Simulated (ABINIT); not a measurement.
Runs of ABINIT 10.8.3 (patched build) on Pd. Symmetry: Fm-3m, No. 225, cubic system. Conventional cell: a = 3.893 Å, b = 3.893 Å, c = 3.893 Å, α = 90.00°, β = 90.00°, γ = 90.00°. Around Pd (site symmetry m-3m) lie 12 Pd at 2.75 Å. 

| task | level | potentials or basis | cutoff (eV) | fine-grid cutoff | gap on the mesh (eV) | pressure (GPa) | V0 of scaled cells (Å³/atom) | B0 (GPa) |
| --- | --- | --- | --- | --- | --- | --- | --- | --- |
| equation of state | BP86+D3 | JTH PAW PBE v2.0 | 626 | 1224.51 eV | - | - | 14.13 | 208 |
| band structure | LDA-Teter | JTH PAW LDA v2.0 | 626 | 1224.51 eV | none | -8.7 | - | - |
| band structure | revPBE | JTH PAW PBE v2.0 | 626 | 1224.51 eV | none | 10.1 | - | - |
| band structure | revPBE | PseudoDojo NC SR PBE v0.4.1 standard | 1116 | - | none | (b) | - | - |
| equation of state | LDA | JTH PAW LDA v2.0 | 626 | 1224.51 eV | - | - | (a) | 218 |

Alike in all rows: no spin polarisation; cell as given; k mesh 12 × 12 × 12; smearing fermi-dirac 0.05 eV.

Question: Estimate the missing entries.

Answer: (a) 14.10; (b) 10.2.

Caveats: pressures at fixed basis lie under the slope of the energies (some runs); the PAW data sets were made with another functional, which shifts forces and pressure a little (some runs); the potentials were made for another functional, which shifts forces and pressure (some runs).

A k mesh can miss the band edges, and the runs leave out spin-orbit coupling on Pd.

A gap of «none» marks a metal or a gap under the smearing width.

Runs at the PBE level aren't shown here.
